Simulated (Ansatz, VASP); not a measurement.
## One calculation of Sr, two programs

File INCAR:

```
  ALGO = Normal
  EDIFF = 1E-6
  ENCUT = 520
  GGA = RP
  ISIF = 2
  ISMEAR = -1
  LASPH = T
  LCHARG = T
  LELF = T
  LREAL = F
  LVHAR = T
  LWAVE = F
  NBANDS = 17
  NELM = 60
  PREC = Accurate
  SIGMA = 0.1
```

File KPOINTS:

```
k-points
0
Gamma
  6 6 6
```

Contents of POSCAR:

```
Sr
1.0
    0.0000000000      4.7249954276      4.7249954276
    4.7249954276      0.0000000000      4.7249954276
    4.7249954276      4.7249954276      0.0000000000
Sr
2
Direct
    0.1250000000      0.1250000000      0.1250000000
    0.8750000000      0.8750000000      0.8750000000
```

Input for Ansatz:

```yaml
crystal:
  lattice:
    - [0.0, 4.7249954276, 4.7249954276]
    - [4.7249954276, 0.0, 4.7249954276]
    - [4.7249954276, 4.7249954276, 0.0]
  atoms:
    - { symbol: Sr, position: [0.125, 0.125, 0.125] }
    - { symbol: Sr, position: [0.875, 0.875, 0.875] }
hamiltonian:
  xc: rpbe
  pseudopotentials:
    kind: paw
    azcp:
      Sr: "pseudopotentials/Sr.paw.azcp"
basis:
  ecutwfc: 420
  fft_grid_basis: typed
kpoints:
  mp_grid: { grid: [6, 6, 6], shift: [0, 0, 0] }
magnetization:
  spin_polarized: false
scf:
  occupations: { method: fermi_dirac, width: 0.1 }
  lower_state_search: "off"
output:
  stress: true
```

Alike in both runs: task single point; functional RPBE; k mesh 6 × 6 × 6; occupations fermi-dirac, width 0.1 eV; no spin polarisation.

|  | VASP | Ansatz |
| --- | --- | --- |
| version | VASP 6.6.1 | Ansatz 0.2.0 |
| potentials or method | VASP PAW PBE potentials, release 64 (Sr_sv) | plane waves (420 eV) with PAW, scalar-relativistic |
| plane-wave cutoff (eV) | 520 | 420 |
| valence electrons in the cell | 20 | 20 |

```csv
,VASP,Ansatz,Ansatz less VASP
pressure (GPa),0.4,0.4,0.00
```

With one functional, cell and mesh, what is left measures potentials, basis and numerics.

Caveats: the PAW data sets were made with another functional, which shifts forces and pressure a little (VASP).
